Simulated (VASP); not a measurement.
SiC (Moissanite 3C): band structure with PBE0

**The experiment to reproduce.**

“Insight into the structural, elastic and electronic properties of a new orthorhombic 6O-SiC polytype”, 2020, pmc:7200658 quotes, for a bulk crystal of SiC: band gap 2.4 eV (indirect).

SiC (Moissanite 3C):

```
CELL_PARAMETERS angstrom
0.00000 2.17900 2.17900
2.17900 0.00000 2.17900
2.17900 2.17900 0.00000
ATOMIC_POSITIONS crystal
Si 0.00000 0.00000 0.00000
C 0.25000 0.25000 0.25000
```

* Program: VASP 6.6.1
* Task: band structure
* Functional: PBE0
* Potentials or basis: VASP PAW PBE potentials, release 64 (Si, C)
* Cutoff: 520 eV
* k mesh: 6 × 6 × 6
* Occupations: gaussian, width 0.03 eV
* Spin: no spin polarisation
* Grid for exact exchange (PRECFOCK): Fast
* Exchange at q = 0: truncated
* Further INCAR settings: ALGO = Normal; EDIFF = 1e-07

```
Pressure                : -1.9 GPa
Band gap on the k mesh  : 2.96 eV, indirect (least direct gap 6.48 eV)
Band gap along the path : 2.96 eV, indirect (least direct gap 6.48 eV)
```

Levels at points of the mesh, in eV from the valence-band top:
```tsv
k point	band 1	band 2	band 3	band 4	band 5	band 6	band 7	band 8
(0.00, 0.00, 0.00)	-17.04	0.00	0.00	0.00	8.29	9.34	9.34	9.34
(0.50, 0.00, 0.00)	-13.18	-9.41	-1.17	-1.17	7.38	9.23	9.23	12.33
(0.50, 0.50, 0.00)	-11.62	-8.59	-3.52	-3.52	2.96	6.12	16.72	16.72
```

Wall time 37 s on 4 MPI ranks on Intel(R) Xeon(R) Platinum 8488C (Sapphire Rapids), with other jobs on the host, peak memory 0.14 GiB a rank.

Against the measured gap of SiC, 2.4 eV (indirect; quoted in “Insight into the structural, elastic and electronic properties of a new orthorhombic 6O-SiC polytype”, 2020, pmc:7200658), the calculated 2.96 eV is off by +0.56 eV. The value is that of PBE0, without temperature or zero-point motion.

Caveat: the PAW data sets were made with another functional, which shifts forces and pressure a little.
